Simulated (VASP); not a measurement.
# Zr (P-1) in VASP: further runs

One crystal, Zr, is run at these levels: RPBE, revPBE, BLYP, AM05, PW91; tasks: band structure.

Program: VASP 6.6.1. These are calculated values, not measurements. Logs are shortened: lines on timing, memory, paths and dates and some standing lists are left out, and cuts for length are marked.

### Step 1. The cell of the first run

The typed cell holds 2 atoms: a = 3.232 Å, b = 3.232 Å, c = 5.147 Å, α = 90.00°, β = 90.00°, γ = 120.00°.

### Step 2. Band structure, RPBE (atom 2 moved 0.06 Å)

INCAR reads:

```
SYSTEM = Zr
PREC = Accurate
ENCUT = 520
EDIFF = 1E-7
ISMEAR = -1
SIGMA = 0.05
LREAL = .False.
LASPH = .True.
NELM = 100
ALGO = Fast
ISIF = 2
LWAVE = .False.
LCHARG = .False.
LMAXMIX = 4
GGA = RP
NBANDS = 19
```

KPOINTS reads:

```
Automatic mesh
0
Gamma
  9 9 5
  0 0 0
```

POSCAR reads:

```
Zr
1.0
    3.2319982200      0.0000000000      0.0000000000
   -1.6159991100      2.7989925700      0.0000000000
    0.0000000000      0.0000000000      5.1470000000
Zr
2
Direct
    0.3346542400      0.6741300100      0.2538998500
    0.6653457600      0.3258699900      0.7461001500
```

KPOINTS_OPT reads:

```
path GMKGALHA,LM,KH
10
line-mode
reciprocal
 0.0000000000  0.0000000000  0.0000000000  G
 0.5000000000  0.0000000000  0.0000000000  M

 0.5000000000  0.0000000000  0.0000000000  M
 0.3333333333  0.3333333333  0.0000000000  K

 0.3333333333  0.3333333333  0.0000000000  K
 0.0000000000  0.0000000000  0.0000000000  G

 0.0000000000  0.0000000000  0.0000000000  G
 0.0000000000  0.0000000000  0.5000000000  A

 0.0000000000  0.0000000000  0.5000000000  A
 0.5000000000  0.0000000000  0.5000000000  L

 0.5000000000  0.0000000000  0.5000000000  L
 0.3333333333  0.3333333333  0.5000000000  H

 0.3333333333  0.3333333333  0.5000000000  H
 0.0000000000  0.0000000000  0.5000000000  A

 0.5000000000  0.0000000000  0.5000000000  L
 0.5000000000  0.0000000000  0.0000000000  M

 0.3333333333  0.3333333333  0.0000000000  K
 0.3333333333  0.3333333333  0.5000000000  H
```

Potentials or basis: VASP PAW PBE potentials, release 64 (Zr_sv).

Launch:

```
$ cat potpaw_PBE.64/Zr_sv/POTCAR > POTCAR
$ mpirun -np 1 vasp_std > vasp.out
```

OUTCAR:

```text
SYSTEM = Zr
   PREC = Accurate
   ENCUT = 520
   EDIFF = 1E-7
   ISMEAR = -1
   LREAL = .False.
   LASPH = .True.
   NELM = 100
   ISIF = 2
   GGA = RP

 ion  position               nearest neighbor table
   1  0.335  0.674  0.254-   2 3.12   2 3.15   2 3.17   2 3.19   2 3.22   2 3.23
   2  0.665  0.326  0.746-   1 3.12   1 3.15   1 3.17   1 3.19   1 3.22   1 3.23

  LATTYP: Found a hexagonal cell.
 ALAT       =     3.2319982200
 C/A-ratio  =     1.5925132533

  Lattice vectors:

 A1 = (   3.2319982200,   0.0000000000,   0.0000000000)
 A2 = (  -1.6159991100,   2.7989925700,   0.0000000000)
 A3 = (   0.0000000000,   0.0000000000,   5.1470000000)

Analysis of symmetry for initial positions (statically):
=====================================================================
 Subroutine PRICEL returns:
 Original cell was already a primitive cell.

 Routine SETGRP: Setting up the symmetry group for a
 hexagonal supercell.

 Subroutine GETGRP returns: Found  2 space group operations
 (whereof  2 operations were pure point group operations)
 out of a pool of 24 trial point group operations.

The static configuration has the point symmetry S_2 .

Analysis of symmetry for dynamics (positions and initial velocities):
=====================================================================
 Subroutine PRICEL returns:
 Original cell was already a primitive cell.

 Routine SETGRP: Setting up the symmetry group for a
 hexagonal supercell.

 Subroutine GETGRP returns: Found  2 space group operations
 (whereof  2 operations were pure point group operations)
 out of a pool of 24 trial point group operations.

The dynamic configuration has the point symmetry S_2 .

 Subroutine INISYM returns: Found  2 space group operations
 (whereof  2 operations are pure point group operations),
 and found     1 'primitive' translations

----------------------------------------------------------------------------------------

                                     Primitive cell

  volume of cell :      46.5615

  direct lattice vectors                    reciprocal lattice vectors
     3.231998220  0.000000000  0.000000000     0.309406111  0.178635701  0.000000000
    -1.615999110  2.798992570  0.000000000     0.000000000  0.357271402  0.000000000
     0.000000000  0.000000000  5.147000000     0.000000000  0.000000000  0.194287935

  length of vectors
     3.231998220  3.231998226  5.147000000     0.357271403  0.357271402  0.194287935

  position of ions in fractional coordinates (direct lattice)
     0.334654240  0.674130010  0.253899850
     0.665345760  0.325869990  0.746100150

  ion indices of the primitive-cell ions
   primitive index   ion index
                 1           1
                 2           2

----------------------------------------------------------------------------------------

 KPOINTS: Automatic mesh

Automatic generation of k-mesh.
 Grid dimensions read from file:
 generate k-points for:    9    9    5

 Generating k-lattice:

  Cartesian coordinates                     Fractional coordinates (reciprocal lattice)
     0.034378457  0.019848411  0.000000000     0.111111111 -0.000000000  0.000000000
     0.000000000  0.039696822  0.000000000     0.000000000  0.111111111  0.000000000
     0.000000000  0.000000000  0.038857587     0.000000000  0.000000000  0.200000000

  Length of vectors
     0.039696823  0.039696822  0.038857587

  Shift w.r.t. Gamma in fractional coordinates (k-lattice)
     0.000000000  0.000000000  0.000000000

 Subroutine IBZKPT returns following result:
 ===========================================

 Found    203 irreducible k-points:

 Following reciprocal coordinates:
            Coordinates               Weight
  0.000000  0.000000  0.000000      1.000000
  0.111111 -0.000000  0.000000      2.000000
  0.000000  0.111111  0.000000      2.000000
 -0.111111  0.111111  0.000000      2.000000
  0.222222 -0.000000  0.000000      2.000000
  0.000000  0.222222  0.000000      2.000000
[... 16 lines left out ...]
  0.333333  0.111111  0.000000      2.000000
 -0.111111  0.444444  0.000000      2.000000
 [... further k-points ...]
   k-points           NKPTS =    203   k-points in BZ     NKDIM =    203   number of bands    NBANDS=     19
   number of dos      NEDOS =    301   number of ions     NIONS =      2
   total plane-waves  NPLWV =  23040
   dimension x,y,z NGX =    24 NGY =   24 NGZ =   40
   dimension x,y,z NGXF=    48 NGYF=   48 NGZF=   80
   ions per type =               2
   NGX,Y,Z   is equivalent  to a cutoff of  12.35, 12.35, 12.92 a.u.
   NGXF,Y,Z  is equivalent  to a cutoff of  24.69, 24.69, 25.84 a.u.
 SYSTEM =  Zr
   PREC   = accura    normal or accurate (medium, high low for compatibility)
   ISTART =      0    job   : 0-new  1-cont  2-samecut
   ICHARG =      2    charge: 1-file 2-atom 10-const
   ISPIN  =      1    spin polarized calculation?
   LNONCOLLINEAR =      F non collinear calculations
   LSORBIT =      F    spin-orbit coupling
   LASPH  =      T    aspherical Exc in radial PAW
   ENCUT  =  520.0 eV  38.22 Ry    6.18 a.u.   6.01  6.01  9.57*2*pi/ulx,y,z
   NELM   =    100;   NELMIN=  2; NELMDL= -5     # of ELM steps
   EDIFF  = 0.1E-06   stopping-criterion for ELM
   LREAL  =      F    real-space projection
   EDIFFG = 0.1E-05   stopping-criterion for IOM
   NSW    =      0    number of steps for IOM
   IBRION =     -1    ionic relax: 0-MD 1-quasi-New 2-CG
   NFREE  =      0    steps in history (QN), initial steepest desc. (CG)
   ISIF   =      2    stress and relaxation
   ISYM   =      2    0-nonsym 1-usesym 2-fastsym
   POTIM  = 0.5000    time-step for ionic-motion
   TEBEG  =    0.0;   TEEND  =   0.0 temperature during run
   PSTRESS=    0.0 pullay stress
   NELECT =      24.0000    total number of electrons
   NUPDOWN=      -1.0000    fix difference up-down
   EMIN   =  10.00;   EMAX   =-10.00  energy-range for DOS
   EFERMI =   0.00;   METHOD = LEGACY
   ISMEAR =    -1;   SIGMA  =   0.05  broadening in eV -4-tet -1-fermi 0-gaus
   EFERMI_NEDOS =   21; number of points for ismear=-14 and -15
   IALGO  =     68    algorithm
   IMIX   =      4    mixing-type and parameters
     AMIX     =   0.40;   BMIX     =  1.00
     AMIX_MAG =   1.60;   BMIX_MAG =  1.00
  volume/ion in A,a.u.               =      23.28       157.11
  Fermi-wavevector in a.u.,A,eV,Ry     =   1.312612  2.480476 23.442147  1.722949
  Thomas-Fermi vector in A             =   2.442992
   LORBIT       =      0    0 simple, 1 ext, 2 COOP (PROOUT), +10 PAW based schemes
   GGA     = RP    functional components
   LHFCALC =     F    Hartree Fock is set to
   AEXX    =    0.0000 exact exchange contribution
   IVDW    =     0    specifies the selected vdW correction
   LEPSILON=     F    determine dielectric tensor
   LRPA    =     F    only Hartree local field effects (RPA)
 non-spin polarized calculation
 RMM-DIIS sequential band-by-band and
  energy-cutoff  :      520.00
  volume of cell :       46.56
 maximum number of plane-waves:      1284
   NGX = 13   NGY = 13   NGZ = 19

 number of electron      24.0000000 magnetization

 Free energy of the ion-electron system (eV)
  ---------------------------------------------------
  ext. energy  EPLUGINS =         0.00000000
  ---------------------------------------------------
  free energy    TOTEN  =       -16.19146713 eV

  energy without entropy =      -16.17636509  energy(sigma->0) =      -16.18391611

 E-fermi :   9.0928     XC(G=0): -11.0071

 val. band max:        9.0876656698   @ k =   0.3333   0.3333   0.4000
 cond. band min:       9.1012244196   @ k =  -0.2222  -0.2222   0.4000
 fundamental gap:      0.0135587498
 Fermi energy:         9.0927794694

 k-point     1 :       0.0000    0.0000    0.0000
  band No.  band energies     occupation
      1     -39.7928      2.00000
      2     -39.6376      2.00000
      3     -18.3143      2.00000
      4     -17.4545      2.00000
      5     -17.4382      2.00000
      6     -17.3104      2.00000
[... 11 lines left out ...]
     18      11.3339      0.00000
     19      13.3935      0.00000

 k-point     2 :       0.1111   -0.0000    0.0000
  band No.  band energies     occupation
      1     -39.7791      2.00000
      2     -39.6320      2.00000
      3     -18.2774      2.00000
      4     -17.5279      2.00000
      5     -17.4728      2.00000
      6     -17.3896      2.00000
[... 11 lines left out ...]
     18      11.0516      0.00000
     19      13.7144      0.00000

 k-point     3 :       0.0000    0.1111    0.0000
  band No.  band energies     occupation
      1     -39.7788      2.00000
      2     -39.6322      2.00000
      3     -18.2762      2.00000
      4     -17.5347      2.00000
      5     -17.4661      2.00000
      6     -17.3846      2.00000
[... 11 lines left out ...]
     18      11.0599      0.00000
     19      13.6297      0.00000

 k-point     4 :      -0.1111    0.1111    0.0000
  band No.  band energies     occupation
      1     -39.7792      2.00000
      2     -39.6318      2.00000
      3     -18.2781      2.00000
      4     -17.5229      2.00000
      5     -17.4779      2.00000
      6     -17.3919      2.00000
[... 11 lines left out ...]
     18      11.0402      0.00000
     19      13.7824      0.00000

 k-point     5 :       0.2222   -0.0000    0.0000
  band No.  band energies     occupation
      1     -39.7429      2.00000
      2     -39.6189      2.00000
      3     -18.1758      2.00000
      4     -17.7331      2.00000
      5     -17.5917      2.00000
      6     -17.5369      2.00000
[... 11 lines left out ...]
     18      11.7998      0.00000
     19      14.0536      0.00000

 k-point     6 :       0.0000    0.2222    0.0000
  band No.  band energies     occupation
      1     -39.7420      2.00000
      2     -39.6198      2.00000
      3     -18.1708      2.00000
      4     -17.7375      2.00000
      5     -17.5904      2.00000
      6     -17.5314      2.00000
[... 11 lines left out ...]
     18      11.7550      0.00000
     19      14.0006      0.00000

 k-point     7 :      -0.2222    0.2222    0.0000
  band No.  band energies     occupation
      1     -39.7434      2.00000
      2     -39.6184      2.00000
      3     -18.1787      2.00000
      4     -17.7305      2.00000
      5     -17.5919      2.00000
      6     -17.5407      2.00000
[... 11 lines left out ...]
     18      11.8149      0.00000
     19      14.0962      0.00000

 k-point     8 :       0.3333   -0.0000    0.0000
  band No.  band energies     occupation
      1     -39.6980      2.00000
      2     -39.6076      2.00000
      3     -18.0384      2.00000
      4     -17.9649      2.00000
      5     -17.8066      2.00000
      6     -17.6052      2.00000
[... 256 lines left out ...]
 k-point    20 :      -0.2222    0.3333    0.0000
  band No.  band energies     occupation
      1     -39.7135      2.00000
      2     -39.6104      2.00000
      3     -18.0880      2.00000
      4     -17.8475      2.00000
      5     -17.7616      2.00000
      6     -17.5704      2.00000
[... 11 lines left out ...]
     18      12.8627      0.00000
     19      14.0456      0.00000

 k-point    21 :       0.1111    0.2222    0.0000
  band No.  band energies     occupation
      1     -39.7118      2.00000
      2     -39.6122      2.00000
      3     -18.0780      2.00000
      4     -17.8510      2.00000
      5     -17.7613      2.00000
      6     -17.5654      2.00000
[... 11 lines left out ...]
     18      12.8672      0.00000
     19      13.9996      0.00000

 k-point    22 :       0.3333   -0.1111    0.0000
  band No.  band energies     occupation
      1     -39.7140      2.00000
      2     -39.6100      2.00000
      3     -18.0904      2.00000
      4     -17.8476      2.00000
      5     -17.7592      2.00000
      6     -17.5733      2.00000
[... 11 lines left out ...]
     18      12.8160      0.00000
     19      14.1201      0.00000

 k-point    23 :       0.3333    0.1111    0.0000
  band No.  band energies     occupation
      1     -39.6716      2.00000
      2     -39.6056      2.00000
      3     -18.0394      2.00000
      4     -17.9500      2.00000
      5     -17.8824      2.00000
      6     -17.6615      2.00000
[... 11 lines left out ...]
     18      14.1224      0.00000
     19      14.3043      0.00000

 k-point    24 :      -0.1111    0.4444    0.0000
  band No.  band energies     occupation
      1     -39.6695      2.00000
      2     -39.6077      2.00000
      3     -18.0394      2.00000
      4     -17.9389      2.00000
      5     -17.8830      2.00000
      6     -17.6598      2.00000
[... 11 lines left out ...]
     18      14.1503      0.00000
     19      14.3011      0.00000

 [... further k-points ...]
[... 5 lines left out ...]
  --------------------------------------------------------------------------------------
  -------------------------------------------------------------------------------------
  Total        0.6130335      0.8007553      0.9849064      0.0320261      0.0043275     -0.0015514
  in kB       21.0944282     27.5539187     33.8905416      1.1020152      0.1489078     -0.0533838
  external PRESSURE =      27.5129628 kB  Pullay stress =       0.0000000 kB

 VOLUME and BASIS-vectors are now :
 -----------------------------------------------------------------------------
  energy-cutoff  :      520.00
  volume of cell :       46.56
      direct lattice vectors                 reciprocal lattice vectors
     3.231998220  0.000000000  0.000000000     0.309406111  0.178635701  0.000000000
    -1.615999110  2.798992570  0.000000000     0.000000000  0.357271402  0.000000000
     0.000000000  0.000000000  5.147000000     0.000000000  0.000000000  0.194287935

 POSITION                                       TOTAL-FORCE (eV/Angst)
 -----------------------------------------------------------------------------------
     -0.00779      1.88688      1.30682         0.015541     -0.040399     -0.166854
      1.62379      0.91211      3.84018        -0.015541      0.040399      0.166854
 -----------------------------------------------------------------------------------
    total drift:                               -0.000000      0.000000     -0.000000

  FREE ENERGIE OF THE ION-ELECTRON SYSTEM (eV)
  ---------------------------------------------------
  free  energy   TOTEN  =       -16.1914671262 eV

  energy  without entropy=      -16.1763650930  energy(sigma->0) =      -16.18391611
```

Run time: 4.9 min. Hardware: 1 thread of AMD EPYC 7R13 (Zen 3), shared host; peak memory 0.32 GiB.

What came out:

* Free energy: -16.1915 eV
* Pressure: 2.8 GPa
* Largest force: 0.172 eV/Å
* Band gap along the path: none (metal or under the smearing width)

Forces in eV/Å, atoms in the order of the input:
```
Zr   0.016 -0.040 -0.167
Zr  -0.016  0.040  0.167
```

Stress tensor (GPa, compression positive):
```
 2.11  0.11 -0.01
 0.11  2.76  0.01
-0.01  0.01  3.39
```

Levels at the corners of the path, in eV from the Fermi level:
```
point  band 9  band 10  band 11  band 12  band 13  band 14  band 15  band 16
    Γ   -5.66    -3.04     0.83     0.88     0.94     1.20     1.51     1.58
    M   -2.58    -2.52    -2.16    -0.24     0.53     0.80     1.46     4.88
    M   -2.58    -2.52    -2.16    -0.24     0.53     0.80     1.46     4.88
    K   -2.11    -1.38    -1.37    -1.15     0.21     0.31     1.80     4.25
    K   -2.11    -1.38    -1.37    -1.15     0.21     0.31     1.80     4.25
    Γ   -5.66    -3.04     0.83     0.88     0.94     1.20     1.51     1.58
    Γ   -5.66    -3.04     0.83     0.88     0.94     1.20     1.51     1.58
    A   -3.97    -3.94    -0.12     0.18     0.74     0.75     0.77     0.79
    A   -3.97    -3.94    -0.12     0.18     0.74     0.75     0.77     0.79
    L   -2.88    -2.85    -1.13    -1.00     1.59     1.61     2.10     2.32
    L   -2.88    -2.85    -1.13    -1.00     1.59     1.61     2.10     2.32
    H   -1.45    -1.44    -1.35    -1.23    -0.06    -0.05     1.93     2.15
    H   -1.45    -1.44    -1.35    -1.23    -0.06    -0.05     1.93     2.15
    A   -3.97    -3.94    -0.12     0.18     0.74     0.75     0.77     0.79
    L   -2.88    -2.85    -1.13    -1.00     1.59     1.61     2.10     2.32
    M   -2.58    -2.52    -2.16    -0.24     0.53     0.80     1.46     4.88
    K   -2.11    -1.38    -1.37    -1.15     0.21     0.31     1.80     4.25
    H   -1.45    -1.44    -1.35    -1.23    -0.06    -0.05     1.93     2.15
```

Caveat: the PAW data sets were made with another functional, which shifts forces and pressure a little.

(Continued in part 2 of 2.)
